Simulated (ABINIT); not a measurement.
# Quasiparticle gap of AlN (F-43m) in ABINIT, part 3 of 3

How does a plane-wave GW calculation on AlN (F-43m) run from the first input to the gap?

ABINIT 10.8.3; PBE and many-body steps on it, plane waves. Known limits of the many-body steps: not at the basis limit.

So far. Step 4 (Empty states on the mesh, 6×6×6 mesh, 59 bands): On this mesh the gap is 3.325 eV. Step 5 (Screening, 6×6×6 mesh, 51 bands, screening to 163.3 eV): Local fields lower ε∞ by 9 %.

### 6. Self-energy, 6×6×6 mesh, 51 bands, screening to 163.3 eV

The self-energy is evaluated for the states that the input lists, and the levels follow from it, in one-shot runs by the linearised quasiparticle equation.

This step: G0W0 on PBE, plane waves, norm-conserving pseudopotentials.

The input, run.abi:

```
acell 3*1.0 Angstrom
rprim 
  -0.000000000000 2.183993559600 2.183993559600
  2.183993559600 -0.000000000000 2.183993559600
  2.183993559600 2.183993559600 -0.000000000000
ntypat 2
znucl 13 7
natom 2
typat 1 2
xred 
  0.000000000000 0.000000000000 0.000000000000
  0.750000000000 0.750000000000 0.750000000000
pp_dirpath "pseudos"
pseudos "Al.upf, N.upf"
ecut 36
ngkpt 6 6 6
nshiftk 1
shiftk 0 0 0
kptopt 1
chksymbreak 0
istwfk *1
occopt 1
irdwfk 1
optdriver 4
nband 51
gwcalctyp 0
ecutsigx 36
symsigma 1
nkptgw 2
kptgw 
  0.0000000000 0.0000000000 0.0000000000
  0.5000000000 0.5000000000 0.0000000000
bdgw 
  2 8
  3 6
ecuteps 6
irdscr 1
ppmodel 1
indata_prefix "in"
outdata_prefix "out"
tmpdata_prefix "tmp"
```

Launch:

```bash
$ OMP_NUM_THREADS=1 mpirun -n 4 abinit run.abi > log
```

Numbers of over 12 decimals in the logs are rounded to 6 here.

The program printed:

```text
.Version 10.8.3 of ABINIT. v10.8.2 released Aug 2026.

 Symmetries : space group F-4 3 m (#216); Bravais cF (face-center cubic)
[... echo of the input left out ...]
== DATASET  1 ==================================================================
-   mpi_nproc: 4, omp_nthreads: 1 (-1 if OMP is not activated)

--- !DatasetInfo
iteration_state: {dtset: 1, }
dimensions: {natom: 2, nkpt: 16, mband: 51, nsppol: 1, nspinor: 1, nspden: 1, mpw: 1464, }
cutoff_energies: {ecut:  36.0, pawecutdg:  -1.0, }
electrons: {nelect:   8.00000000E+00, charge:   0.00000000E+00, occopt:   1.00000000E+00, tsmear:   1.00000000E-02, }

 SIGMA: Calculation of the GW corrections

 Based on a program developped by R.W. Godby, V. Olevano, G. Onida, and L. Reining.
 Incorporated in ABINIT by V. Olevano, G.-M. Rignanese, and M. Torrent.
.Using double precision arithmetic ; gwpc =  8

[... cell and pseudopotentials left out ...]
--------------------------------------------------------------------------------

 ==== K-mesh for the wavefunctions ====
 Number of points in the irreducible wedge :    16
[... list of points left out ...]
 Together with 24 symmetry operations and time-reversal symmetry
 yields   216 points in the full Brillouin Zone.

 ==== Q-mesh for screening function ====
 Number of points in the irreducible wedge :    16
[... list of points left out ...]
 Together with 24 symmetry operations and time-reversal symmetry
 yields   216 points in the full Brillouin Zone.

 vcoul_init : cutoff-mode = AUXILIARY_FUNCTION
 q-points for optical limit:   1
     1)      0.000010    0.000020    0.000030
 setmesh: FFT mesh size selected  =    32x   32x   32
          total number of points  =        32768

 Number of electrons calculated from density =    8.0000; Expected =    8.0000
 average of density, n =  0.056900
 r_s =    1.6129
 omega_plasma =   23.0097 [eV]

 === KS Band Gaps ===
  >>>> For spin  1
   Minimum direct gap =   4.1921 [eV], located at k-point      :   0.0000  0.0000  0.0000
   Fundamental gap    =   3.3248 [eV], Top of valence bands at :   0.0000  0.0000  0.0000
                                       Bottom of conduction at :   0.5000  0.5000  0.0000
 SIGMA fundamental parameters:
 PLASMON POLE MODEL  1
 number of plane-waves for SigmaX                 1459
 number of plane-waves for SigmaC and W            113
 number of plane-waves for wavefunctions          1459
 number of bands                                    51
 number of independent spin polarizations            1
 number of spinorial components                      1
 number of k-points in IBZ                          16
 number of q-points in IBZ                          16
 number of symmetry operations                      24
 number of k-points in BZ                          216
 number of q-points in BZ                          216
 number of frequencies for dSigma/dE                 9
 frequency step for dSigma/dE [eV]                0.25
 number of omega for Sigma on real axis              0
 max omega for Sigma on real axis  [eV]           0.00
 zcut for avoiding poles [eV]                     0.10

 EPSILON^-1 parameters (SCR file):
 dimension of the eps^-1 matrix on file            113
 dimension of the eps^-1 matrix used               113
 number of plane-waves for wavefunctions          1459
 number of bands                                    51
 number of q-points in IBZ                          16
 number of frequencies                               2
 number of real frequencies                          1
 number of imag frequencies                          1

 matrix elements of self-energy operator (all in [eV])

 Perturbative Calculation

--- !SelfEnergy_ee
iteration_state: {dtset: 1, }
kpoint     : [   0.000,    0.000,    0.000, ]
spin       : 1
KS_gap     :    4.192
QP_gap     :    5.520
Delta_QP_KS:    1.328
data: !SigmaeeData |
     Band     E0 <VxcDFT>   SigX SigC(E0)      Z dSigC/dE  Sig(E)    E-E0       E
        2   5.159 -16.959 -20.996   3.222   0.787  -0.270 -17.601  -0.641   4.517
        3   5.159 -16.959 -20.996   3.222   0.787  -0.270 -17.601  -0.641   4.517
        4   5.159 -16.959 -20.996   3.222   0.787  -0.270 -17.601  -0.641   4.517
        5   9.351 -12.531  -8.056  -3.635   0.817  -0.224 -11.845   0.687  10.037
        6  17.748  -9.892  -4.092  -4.936   0.815  -0.227  -9.188   0.704  18.452
        7  17.748  -9.892  -4.092  -4.936   0.815  -0.227  -9.188   0.704  18.452
        8  17.748  -9.892  -4.092  -4.936   0.815  -0.227  -9.188   0.704  18.452

--- !SelfEnergy_ee
iteration_state: {dtset: 1, }
kpoint     : [   0.500,    0.500,    0.000, ]
spin       : 1
KS_gap     :    5.100
QP_gap     :    6.491
Delta_QP_KS:    1.391
data: !SigmaeeData |
     Band     E0 <VxcDFT>   SigX SigC(E0)      Z dSigC/dE  Sig(E)    E-E0       E
        3   3.383 -15.432 -20.146   3.483   0.783  -0.277 -16.396  -0.965   2.419
        4   3.383 -15.432 -20.146   3.483   0.783  -0.277 -16.396  -0.965   2.419
        5   8.483  -9.206  -5.016  -3.680   0.836  -0.196  -8.779   0.426   8.909
        6  13.810  -9.461  -4.383  -4.261   0.839  -0.192  -8.776   0.685  14.495

== END DATASET(S) ==============================================================
================================================================================

 -outvars: echo values of variables after computation  --------
           etotal      0.0000000000E+00
            nband          51
             nkpt          16
          spgroup         216
 [... the other variables as echoed above ...]

 Calculation completed.
```

Wall time 3.7 s (4 MPI ranks of Arm Neoverse V2, shared host); peak memory 0.54 GiB; 15 s of CPU time.

This step gave:

```
G0W0 gap on the points computed              : 4.392 eV
starting gap on the mesh                     : 3.325 eV
k of the valence top                         : 0, 0, 0
k of the conduction bottom                   : 0.5, 0.5, 0
Z at the valence top                         : 0.787
Z at the conduction bottom                   : 0.836
least direct G0W0 gap on the computed points : 5.520 eV
```

The gap on the mesh goes from 3.32 eV to 4.39 eV, a correction of +1.07 eV.

Limits: finite bands, cutoff and mesh. v1 is the top filled band, c1 the lowest empty one. The levels before and after the correction (eV, zero at the valence-band top of each column):

```csv
,conduction bottom,valence top
Kohn-Sham,3.32,0.00
G0W0,4.39,0.00
```

|  | level | energy (eV) |
| --- | --- | --- |
| Kohn-Sham | Γ v3-v1 | 0.000 |
| Kohn-Sham | Γ c1 | 4.192 |
| Kohn-Sham | Γ c2-c4 | 12.589 |
| Kohn-Sham | (0.5 0.5 0) v2-v1 | -1.775 |
| Kohn-Sham | (0.5 0.5 0) c1 | 3.325 |
| Kohn-Sham | (0.5 0.5 0) c2 | 8.652 |
| G0W0 | Γ v3-v1 | 0.000 |
| G0W0 | Γ c1 | 5.520 |
| G0W0 | Γ c2-c4 | 13.935 |
| G0W0 | (0.5 0.5 0) v2-v1 | -2.098 |
| G0W0 | (0.5 0.5 0) c1 | 4.392 |
| G0W0 | (0.5 0.5 0) c2 | 9.978 |

### 7. Where the time went

Times are wall times on 4 MPI ranks of Arm Neoverse V2, shared host, good to a factor of about two.

| step | time | share | memory (GiB) |
| --- | --- | --- | --- |
| ground state | 3.5 s | 10 % | 0.26 |
| bands along the symmetry lines | 3 s | 9 % | 0.07 |
| empty states on the mesh | 10 s | 29 % | 0.69 |
| screening | 15 s | 42 % | 0.54 |
| self-energy | 3.7 s | 11 % | 0.54 |

### 8. Results

```yaml
pbe_gap: 3.32 eV, indirect
g0w0_gap_on_the_mesh: 4.39 eV
gw_settings: 6×6×6 mesh, 51 bands, screening to 163.3 eV, Godby-Needs plasmon pole
known_limits: not at the basis limit
```

**Reading.** G0W0 moves the gap on the mesh from 3.32 eV to 4.39 eV (+1.07 eV), with Z of 0.79 and 0.84 at the edges. Local fields lower the RPA ε∞ on this mesh from 4.79 to 4.35. Only 2 of the mesh's irreducible points were corrected, so a valley elsewhere could overtake. Bands and cutoff are finite, so the gap is not at the basis limit. The miss can reach some tenths of an eV and take either sign; the mesh is an error of its own. In the G0W0 run levels were corrected at 2 k points alone, so a gap called «on the mesh» is the least over those, and an edge elsewhere would be missed.

[Paths, hosts, dates, memory and timing lines, banners, echoed tables and standing remarks are left out of the program output.]

[Logs are printed without paths, hosts, clocks, repeated set-up lines and the standing remarks that a program may print on its own settings, such as how far it seeks lower states.]

[Runs of the session that timed out or met a known fault of the program may be left out.]

[Hosts, paths, dates, database ids (printed as entryN), source tags and the programs' standing remarks are cut or masked in the printed files.]

[G0W0 gaps are taken among the corrected bands and points alone; a level outside them can change the order at an edge.]

[Where Ansatz stands beside ABINIT at settings called matched, ABINIT's density can come from a denser mesh and the files from another edition; pairs whose starting gaps differed by over 0.03 eV were left out, so agreement reads better than it is.]
